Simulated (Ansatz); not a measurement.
All numbers below come from DFT PBE, scalar-relativistic, plane waves, PAW (Ansatz). All cells share a 420 eV cutoff and Γ-centred k meshes spaced at most about 0.3 Å⁻¹ (about 0.25 or finer for metals, 2π included). No spin polarisation.

All energies are static (0 K, no zero-point motion).

Question: Order these relaxed structures of ZrSi7 by energy, lowest first, with the energy over the lowest of them.
A.

Space group P6/mmm (No. 191). a = 5.218 Å, b = 5.218 Å, c = 5.218 Å, α = 90.00°, β = 90.00°, γ = 120.00°
| atom | site | symmetry | x | y | z |
| --- | --- | --- | --- | --- | --- |
| Zr | 1b | 6/mmm | 0.0000 | 0.0000 | 0.5000 |
| Si | 6i | 2mm | 0.5000 | 0.0000 | 0.7589 |
| Si | 1a | 6/mmm | 0.0000 | 0.0000 | 0.0000 |

B.

Space group P-6m2 (No. 187). a = 5.400 Å, b = 5.400 Å, c = 4.959 Å, α = 90.00°, β = 90.00°, γ = 120.00°
```csv
atom,site,symmetry,x,y,z
Zr,1a,-6m2,0.0000,0.0000,0.0000
Si,3j,mm2,0.4874,0.9748,0.0000
Si,3k,mm2,0.3381,0.1691,0.5000
Si,1d,-6m2,0.3333,0.6667,0.5000
```

Answer: A (0 meV/atom), B (154 meV/atom). Counting Si atoms around Zr (those within 1.25 times the shortest such distance or 1.15 times the sum of covalent radii, 1.27 where that leaves under three; a plus sign parts nearer from farther groups): A has Zr 2+12; B has Zr 12. A holds Si–Si nets (shortest 2.52 Å); B holds Si–Si units of three or more atoms (shortest 2.50 Å). Both come from invented guesses. The lowest form computed isn't among them: it has space group P2_1 (No. 4), 16.0 Å³/atom and lies 38 meV/atom below the best shown. Even the lowest of the cells shown lies +0.04 eV/atom against the elements.

Cells relaxed within their symmetry can be saddle points. Some structure types and database cells were kept out of the candidates from the start, so a known form may be missing.
